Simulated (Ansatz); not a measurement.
Ansatz input

```yaml
crystal:
  lattice:
    - [0.0, 2.0261947002, 2.0261947002]
    - [2.0261947002, 0.0, 2.0261947002]
    - [2.0261947002, 2.0261947002, 0.0]
  atoms:
    - { symbol: B, position: [0.125, 0.125, 0.125] }
    - { symbol: B, position: [0.875, 0.875, 0.875] }
hamiltonian:
  xc: pbe
  pseudopotentials:
    kind: paw
    azcp:
      B: "pseudopotentials/B.paw.azcp"
basis:
  ecutwfc: 420
  fft_grid_basis: typed
kpoints:
  mp_grid: { grid: [22, 22, 22], shift: [0, 0, 0] }
magnetization:
  spin_polarized: false
scf:
  occupations: { method: fermi_dirac, width: 0.1 }
```

Output

```
Engine: ansatz 0.2.0, x86_64-unknown-linux-gnu
Pseudopotentials: kind: paw
Pseudopotential: B, paw, valence charge 3, recommended cutoff 420 eV (normal) 
Functional definition: PBE
  parameter kappa = 0.804
  parameter beta = 0.06672455060314922
  exchange = pbe_x(kappa = kappa, mu = beta*pi^2/3)
  correlation = pbe_c(beta = beta)
Crystal: 2 atoms, lattice volume = 16.637 Å³
Basis set: ecut = 420 eV, 331 PW (Γ)
Bands: 7, of which v1, the nominal top of the filled ones, is band 3 counted from 1 (2 counted from 0)
Symmetry: 48 space group operations
Space group: Fd-3m (ITA 227), of the structure as read, at distance tolerance 2.6e-5 Å
k-points: 328 of 10648
Non-local potential: B, projectors of the file, l = 0: 2, l = 1: 2, l = 2: 1
PAW form: soft (Blöchl's): semilocal exchange-correlation on the pseudo side does not see the compensation charge
PAW one-centre angular grid: B, 110 points (default); XC on 64 Gauss nodes
Initial density: superposition of atomic densities (neutral atoms: chi_scale 0, normalization atom), corrected by the library's trained network
Initial wavefunctions: pseudopotential atomic-orbital guess
Functional: x = pbe(κ = 0.804, μ = 0.2195149727645171), c = pbe(β = 0.06672455060314922)
SCF iter   1: F=—  HF=-309.948615 eV  |F-HF|=—  |Δ(HF+E_count)|=         —  Δρ=1.28e-3  dr2=8.60e-5  ethr=1.77e-3  ⟨swp⟩=4.6  Hψ=15611  notcnv=0
SCF iter   2: F=—  HF=-309.948520 eV  |F-HF|=—  |Δ(HF+E_count)|=   9.53e-5  Δρ=6.54e-4  dr2=2.35e-5  ethr=1.43e-6  ⟨swp⟩=2.1  Hψ=5876  notcnv=0
SCF iter   3: F=—  HF=-309.948562 eV  |F-HF|=—  |Δ(HF+E_count)|=   4.19e-5  Δρ=7.36e-5  dr2=7.40e-7  ethr=3.91e-7  ⟨swp⟩=2.2  Hψ=3179  notcnv=0
SCF iter   4: F=—  HF=-309.948562 eV  |F-HF|=—  |Δ(HF+E_count)|=   1.55e-7  Δρ=3.21e-5  dr2=1.29e-7  ethr=1.23e-8  ⟨swp⟩=1.0  Hψ=2279  notcnv=0
iter 5 did not close the SCF: its close was put off for the readings that it lacked (scf_convergence_deferred on its scf_iter line)
SCF iter   5: F=-309.948562 eV  HF=-309.948562 eV  |F-HF|=3.94e-10  |Δ(HF+E_count)|=   1.86e-9  Δρ=1.52e-6  dr2=1.51e-10  ethr=2.15e-9  ⟨swp⟩=2.0  Hψ=3244  notcnv=0
SCF iter   6: F=-309.948562 eV  HF=-309.948562 eV  |F-HF|=9.09e-13  |Δ(HF+E_count)|=  4.81e-10  Δρ=2.18e-7  dr2=2.44e-12  ethr=2.52e-12  ⟨swp⟩=1.0  Hψ=6561  notcnv=0
SCF 1 converged in 6 iterations: F = -309.948562 eV  dr2 = 2.44e-12
SCF converged after 6 iterations
Free energy (F): -309.948562 eV
Harris-Foulkes:  -309.948562 eV  (|F-HF|=9.09e-13)
Internal energy: -309.920143 eV  (E = F + TS)
E sigma→0 (E₀):  -309.934352 eV
Entropy (-TS):   -0.028419 eV (-14.209 meV/atom)
Fermi energy:    6.510620 eV
--- Per-component energies (eV) ---
  E_band       = 10.982497
  E_kinetic    = 91.201523
  E_local      = -43.317180  (includes V_loc(G=0)·N_el)
  E_nonlocal   = 25.747524
  E_hartree    = 8.142305
  E_xc         = -62.223438
  E_vxc        = -73.580171  (∫ρ·V_xc dr)
  E_paw        = -157.199216  (= ΣΔE_a)
  E_vpaw       = -5.353806  (= ΣTr[D̂ρ^β])
  E_aug_tail   = -0.000004  (compensation charges beyond the density's cutoff)
  E_ewald      = -172.271658
  E_smearing   = -0.028419  (= −TS)
  E_closure    = 0.000000  (closes the sum)
  Σ components = -309.948562   (vs F -309.948562, Δ=0.00e0)
```
